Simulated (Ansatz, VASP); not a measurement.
## One calculation of BaHf3O2, two programs

INCAR

```
  PREC = Accurate
  ENCUT = 520
  EDIFF = 1E-6
  ISMEAR = 0
  SIGMA = 0.1
  LREAL = F
  LASPH = T
  NELM = 80
  ALGO = Normal
  ISIF = 2
  LWAVE = F
  LCHARG = T
  GGA = PE
  LELF = T
  LVHAR = T
  NBANDS = 35
```

The input KPOINTS:

```
regular mesh
0
Gamma
  6 6 12
```

Contents of POSCAR:

```
BaHf3O2
1.0
    6.5186420723      0.0000000031      0.0000000000
   -3.2593210388      5.6453096312      0.0000000000
    0.0000000000      0.0000000000      2.9177398699
Ba Hf O
1 3 2
Direct
    0.0000000000      0.0000000000      0.0000000000
    0.5000000000      0.0000000000      0.5000000000
    0.5000000000      0.5000000000      0.5000000000
    0.0000000000      0.5000000000      0.5000000000
    0.3333333333      0.6666666667      0.0000000000
    0.6666666667      0.3333333333      0.0000000000
```

Input for Ansatz:

```yaml
crystal:
  lattice:
    - [6.5186420723, 3.1e-09, 0.0]
    - [-3.2593210388, 5.6453096312, 0.0]
    - [0.0, 0.0, 2.9177398699]
  atoms:
    - { symbol: Ba, position: [0.0, 0.0, 0.0] }
    - { symbol: Hf, position: [0.5, 0.0, 0.5] }
    - { symbol: Hf, position: [0.5, 0.5, 0.5] }
    - { symbol: Hf, position: [0.0, 0.5, 0.5] }
    - { symbol: O, position: [0.3333333333, 0.6666666667, 0.0] }
    - { symbol: O, position: [0.6666666667, 0.3333333333, 0.0] }
basis:
  ecutwfc: 420
kpoints:
  mp_grid: { grid: [6, 6, 12] }
  band_path:
    path:
      - [[0.0, 0.0, 0.0], [0.5, 0.0, 0.0], [0.33333333, 0.33333333, 0.0], [0.0, 0.0, 0.0], [0.0, 0.0, 0.5], [0.5, 0.0, 0.5], [0.33333333, 0.33333333, 0.5], [0.0, 0.0, 0.5]]
      - [[0.5, 0.0, 0.5], [0.5, 0.0, 0.0]]
      - [[0.33333333, 0.33333333, 0.5], [0.33333333, 0.33333333, 0.0]]
    npoints: 14
hamiltonian:
  xc: pbe
scf:
  occupations: { method: gaussian, width: 0.1 }
  n_extra_bands: 15
output:
  forces: true
  stress: true
  eigenvalues: true
  populations: true
  dos: { projected: true, de: 0.02, nscf_kmesh: { grid: [8, 8, 15] } }
  bader: true
  write_density: true
  write_potential: true
  elf: true
  volumetric_format: npy
```

The cell was built by a generator and needn't be a form met in nature.

Alike in both runs: task single point; functional PBE; k mesh 6 × 6 × 12; occupations gaussian, width 0.1 eV; no spin polarisation.

```csv
,VASP,Ansatz
version,VASP 6.6.1,Ansatz 0.2.0
potentials or method,"VASP PAW PBE potentials, release 64 (Ba_sv, Hf_pv, O)","scalar-relativistic, plane waves, PAW"
plane-wave cutoff (eV),520,420
valence electrons in the cell,52,100
```

```tsv
	VASP	Ansatz	Ansatz less VASP
gap on the k mesh at the Fermi level (eV)	none	none	-
pressure (GPa)	-0.2	0.0	+0.26
largest component of the traceless stress (GPa)	0.39	0.03	-0.358
```

A gap of «none» marks a metal or a gap that the smearing closes. With one functional, cell and mesh, what is left measures potentials, basis and numerics. The two sets of potentials don't hold the same shells in valence.

Spin-orbit coupling is left out, which matters for the levels of Ba, Hf.
